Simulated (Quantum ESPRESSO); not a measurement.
**Ti in Quantum ESPRESSO: the effect of target pressure**

Ti:

```
Ti
1.0
    -1.64100    1.64100    1.64100
     1.64100   -1.64100    1.64100
     1.64100    1.64100   -1.64100
Ti
1
Direct
  0.00000 0.00000 0.00000
```

This isn't the form of Ti at room conditions, which is hcp.

Alike in all runs:

```yaml
Program: Quantum ESPRESSO 7.5
Task: relaxation of cell and atoms
Functional: PBEsol
Potentials_or_basis: GBRV 1.5 PBEsol
Cutoff: 707 eV
Density_cutoff: 5633 eV
k_mesh: 11 × 11 × 11
Occupations: fermi-dirac, width 0.05 eV
Spin: no spin polarisation
```

Each run relaxes the cell or the atoms first.

```csv
target pressure,relaxed volume (Å³/atom)
0 GPa,16.52
2 GPa,16.24
5 GPa,15.86
10 GPa,15.29
20 GPa,14.35
30 GPa,?
```

Question: What does the run with target pressure 30 GPa give?

Answer: Relaxed volume 13.58 Å³/atom.

Worked out: In Murnaghan's law V^(-B') rises as a straight line in P. The other rows fit best with B' = 2.8, V0 = 16.52 Å³/atom and B0 = 116 GPa, which gives 13.60 Å³/atom at 30 GPa, against the run's 13.58.

Caveats: the volume moved by over 15 % at a fixed basis, so the end points are rough (some runs).
